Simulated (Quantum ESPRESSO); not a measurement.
A run of Quantum ESPRESSO 7.5 is set up as follows.

File pw.in:

```
&CONTROL
  calculation = 'vc-relax'
  prefix = 'pwscf'
  outdir = './tmp'
  pseudo_dir = './pseudo'
  tprnfor = .true.
  tstress = .true.
  disk_io = 'low'
  nstep = 40
  forc_conv_thr = 0.0004
  etot_conv_thr = 1d-05
/
&SYSTEM
  ibrav = 0
  nat = 2
  ntyp = 2
  ecutwfc = 52
  ecutrho = 414
  nbnd = 20
  occupations = 'smearing'
  smearing = 'fd'
  degauss = 0.00367493
  nspin = 2
  starting_magnetization(1) = 0.0556
  starting_magnetization(2) = 0
/
&ELECTRONS
  conv_thr = 4d-10
  electron_maxstep = 120
  mixing_beta = 0.3
/
&IONS
  ion_dynamics = 'bfgs'
/
&CELL
  cell_dynamics = 'bfgs'
  press = 200
  press_conv_thr = 0.3
/
ATOMIC_SPECIES
Ni    58.6934 ni_pbesol_v1.4.uspp.F.UPF
Al    26.9815 al_pbesol_v1.uspp.F.UPF
CELL_PARAMETERS bohr
   5.4443009650    0.0000000000    0.0000000000
   0.0000000000    5.4443009650    0.0000000000
   0.0000000000    0.0000000000    5.4443009650
ATOMIC_POSITIONS bohr
Ni     2.7221504825    2.7221504825    2.7221504825
Al     0.0000000000    0.0000000000    0.0000000000
K_POINTS automatic
9 9 9 0 0 0
```

Potentials or basis: GBRV 1.5 PBEsol.

Launch:

```console
$ OMP_NUM_THREADS=1 mpirun -n 2 pw.x -nk 2 -in pw.in > pw.out
```

Problem. What does it give for the absolute moment?

Solution. 0.00 μB per cell.

Problem. Estimate the net moment.

Solution. 0.00 μB per cell.

Final structure:
```cif
data_structure
_symmetry_space_group_name_H-M 'P 1'
_symmetry_Int_Tables_number 1
_cell_length_a 2.7735
_cell_length_b 2.7735
_cell_length_c 2.7735
_cell_angle_alpha 90.000
_cell_angle_beta 90.000
_cell_angle_gamma 90.000
_cell_volume 21.33
loop_
_atom_site_label
_atom_site_type_symbol
_atom_site_fract_x
_atom_site_fract_y
_atom_site_fract_z
_atom_site_occupancy
Ni1 Ni 0.50000 0.50000 0.50000 1
Al1 Al 0.00000 0.00000 0.00000 1
```
